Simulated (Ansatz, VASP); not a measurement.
**Y in VASP and in Ansatz**

```
CELL_PARAMETERS angstrom
0.00000 2.55199 2.55199
2.55199 0.00000 2.55199
2.55199 2.55199 0.00000
ATOMIC_POSITIONS crystal
Y 0.00000 0.00000 0.00000
```

Alike in both runs: task single point; functional LDA; k mesh 9 × 9 × 9; occupations fermi-dirac, width 0.05 eV; no spin polarisation; Hubbard terms Y d U = 6.0 eV.

|  | VASP | Ansatz |
| --- | --- | --- |
| version | VASP 6.6.1 | Ansatz 0.2.0 |
| potentials or method | VASP PAW LDA potentials, release 64 (Y_sv), cutoff 520 eV | all-electron LAPW, scalar-relativistic |

```tsv
	VASP	Ansatz	Ansatz less VASP
gap on the k mesh at the Fermi level (eV)	none	none	-
pressure (GPa)	7.3	6.6	-0.72
```

The programs project onto different local orbitals, so the same U acts differently. A gap of «none» marks a metal or a gap that the smearing closes. Ansatz ran all-electron here, so the differences hold the error of VASP's frozen core and of both bases.

Caveats: U without spin polarisation on a metal has little footing; the U is typed as a test and isn't derived for this compound; U is the effective U less J, on atomic orbitals that reach past the spheres (Ansatz).
